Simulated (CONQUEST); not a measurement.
Crystal: SnO2 (Cassiterite).

```
Sn O
1.0
     3.18650    0.00000    0.00000
     0.00000    4.73800    0.00000
     0.00000    0.00000    4.73800
Sn O
2 4
Direct
  0.49746 0.50951 0.49864
  0.99823 0.00615 0.00976
  0.50555 0.19471 0.19258
  0.00342 0.69922 0.30269
  0.50986 0.81229 0.79193
  0.98763 0.30649 0.69155
```

The cell isn't the ideal one: atoms moved at random, drawn with an rms of 0.05 Å.

Program: CONQUEST 1.3. Alike in all runs: task single point; level PBE; no spin polarisation; cell atoms moved at random, drawn with an rms of 0.05 Å; k mesh 8 × 6 × 6; smearing fermi-dirac 0.05 eV.

Task: Order these runs on this cell by their pressure, lowest first.
A. potentials or basis PseudoDojo NC PBE, SZ, grid cutoff 150 Ha
B. potentials or basis PseudoDojo NC PBE, DZP, multi-site functions of range 5 bohr, grid cutoff 150 Ha
C. potentials or basis PseudoDojo NC PBE, DZP, multi-site functions of range 3 bohr, grid cutoff 150 Ha
D. potentials or basis PseudoDojo NC PBE, DZP, multi-site functions of range 6.5 bohr, grid cutoff 150 Ha

Result: C (-8.7 GPa), D (18.4 GPa), B (21.7 GPa), A (28.8 GPa).

Caveats: the basis of atomic orbitals isn't converged, which shifts pressures, moduli and gaps; multi-site functions contract the basis, which raises the energy a little and makes forces and stress less exact (some runs); the atomic basis is small (some runs).
